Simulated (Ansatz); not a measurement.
# Pd: the cost of one run

Program: Ansatz 0.2.0. Level of theory: DFT PBE, scalar-relativistic. These are calculated values, not measurements.

## Step 1: The starting structure

Symmetry: Fm-3m, No. 225, cubic system. Conventional cell: a = 3.890 Å, b = 3.890 Å, c = 3.890 Å, α = 90.00°, β = 90.00°, γ = 90.00°. Around Pd (site symmetry m-3m) lie 12 Pd at 2.75 Å.

As a file:

```cif
data_structure
_symmetry_space_group_name_H-M 'P 1'
_symmetry_Int_Tables_number 1
_cell_length_a 2.7505
_cell_length_b 2.7505
_cell_length_c 2.7505
_cell_angle_alpha 60.000
_cell_angle_beta 60.000
_cell_angle_gamma 60.000
_cell_volume 14.71
loop_
_atom_site_label
_atom_site_type_symbol
_atom_site_fract_x
_atom_site_fract_y
_atom_site_fract_z
_atom_site_occupancy
Pd1 Pd 0.00000 0.00000 0.00000 1
```

## Step 2: The deformed structure

Space group Fm-3m before, I4/mmm after.

## Step 3: All-electron LAPW

The input, input.yaml:

```yaml
crystal:
  lattice:
    - [0.0, 1.9449, 2.003247]
    - [1.9449, 0.0, 2.003247]
    - [1.9449, 1.9449, 0.0]
  atoms:
    - { symbol: Pd, position: [0.0, 0.0, 0.0] }
kpoints:
  mp_grid: { grid: [18, 18, 18] }
  band_path:
    path:
      - [0.0, 0.0, 0.0]
      - [0.0, 0.5, 0.5]
      - [0.25, 0.75, 0.5]
      - [0.0, 0.5, 0.0]
      - [0.0, 0.0, 0.0]
      - [0.5, 0.5, 0.0]
      - [0.3678244886, 0.6321755114, 0.0]
      - [-0.3678244886, 0.3678244886, 0.0]
      - [0.0, 0.0, 0.0]
    npoints: 5
scf:
  occupations: { method: fermi_dirac, width: 0.05 }
hamiltonian:
  xc: pbe
  pseudopotentials: { kind: all_electron, lapw: { basis_error: 0.00025 } }
output:
  forces: true
  stress: true
  eigenvalues: true
```

Started as:

```console
$ ansatz run input.yaml --threads 1 --pin off --max-ram 3072MiB --backend cpu --events-out ev --progress --plain --runs-dir out
```

What time and memory should one allow on 1 thread of Arm Neoverse V1, shared host?

About 57 s, with a peak of 0.73 GiB.
